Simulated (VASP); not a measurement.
Wanted: the native input for a VASP 6.6.1 run.

```yaml
Task: relaxation of cell and atoms
Functional: PBE
Potentials_or_basis: VASP PAW PBE potentials, release 64 (Ge_d, Sb, Te)
Cutoff: 520 eV
k_mesh: 2 × 2 × 2
Occupations: gaussian, width 0.15 eV
Spin: no spin polarisation
Further_INCAR_settings: PREC = Normal; LREAL = Auto; ALGO = Fast; EDIFF = 0.0001; IBRION = 2; EDIFFG = -0.08; NSW = 24; ISIF = 3
```

The structure of GeSb2Te4 lies in POSCAR:

```
GeSb2Te4
1.0
    0.0000000000      5.9150000000      5.9150000000
    5.9150000000      0.0000000000      5.9150000000
    5.9150000000      5.9150000000      0.0000000000
Ge Sb Te
2 4 8
Direct
    0.2500000000      0.2500000000      0.2500000000
    0.0000000000      0.0000000000      0.0000000000
    0.6250000000      0.6250000000      0.6250000000
    0.1250000000      0.6250000000      0.6250000000
    0.6250000000      0.1250000000      0.6250000000
    0.6250000000      0.6250000000      0.1250000000
    0.3850000000      0.8450000000      0.3850000000
    0.3850000000      0.3850000000      0.3850000000
    0.3850000000      0.3850000000      0.8450000000
    0.8450000000      0.3850000000      0.3850000000
    0.4050000000      0.8650000000      0.8650000000
    0.8650000000      0.4050000000      0.8650000000
    0.8650000000      0.8650000000      0.4050000000
    0.8650000000      0.8650000000      0.8650000000
```

The cell was built by a generator and needn't be a form met in nature.

These files were run (other wordings do the same):

INCAR

```
ALGO = Fast
EDIFF = 1E-4
EDIFFG = -0.08
ENCUT = 520
GGA = PE
IBRION = 2
ISIF = 3
ISMEAR = 0
LASPH = True
LCHARG = False
LREAL = Auto
LWAVE = False
NELM = 60
NSW = 24
PREC = Normal
SIGMA = 0.15
```

KPOINTS

```
k-points
0
Gamma
  2 2 2
```

Potentials or basis: VASP PAW PBE potentials, release 64 (Ge_d, Sb, Te).

Command:

```sh
$ cat potpaw_PBE.64/Ge_d/POTCAR potpaw_PBE.64/Sb/POTCAR potpaw_PBE.64/Te/POTCAR > POTCAR
$ mpirun -np 4 vasp_std > vasp.out
```

Results of the run:

* Relaxed volume: 35.96 Å³/atom
* Relaxed cell: a = 8.929 Å, b = 8.929 Å, c = 8.929 Å, α = 60.00°, β = 60.00°, γ = 60.00°
* Space group after relaxing (to 0.05 Å): Fd-3m (No. 227)
* Energy gained by relaxing: 309.6 meV/atom
* Ionic steps: 6
* Pressure after relaxing: 0.3 GPa
* Largest force after relaxing: 0.006 eV/Å
* Band gap on the k mesh: 0.80 eV, indirect (least direct gap 0.94 eV)

Caveat: the k mesh is coarse (spacing up to 0.46 Å⁻¹), so the values aren't converged; the volume moved by over 15 % at a fixed basis, so the end points are rough; spin-orbit coupling is left out, which moves the levels of the heavy elements; the relaxation stopped at a loose force limit of 0.08 eV/Å, so its end isn't a converged minimum.

It took 69 s on 4 MPI ranks on Intel(R) Xeon(R) 6975P-C (Granite Rapids), on a shared host, peak memory 0.2 GiB a rank.
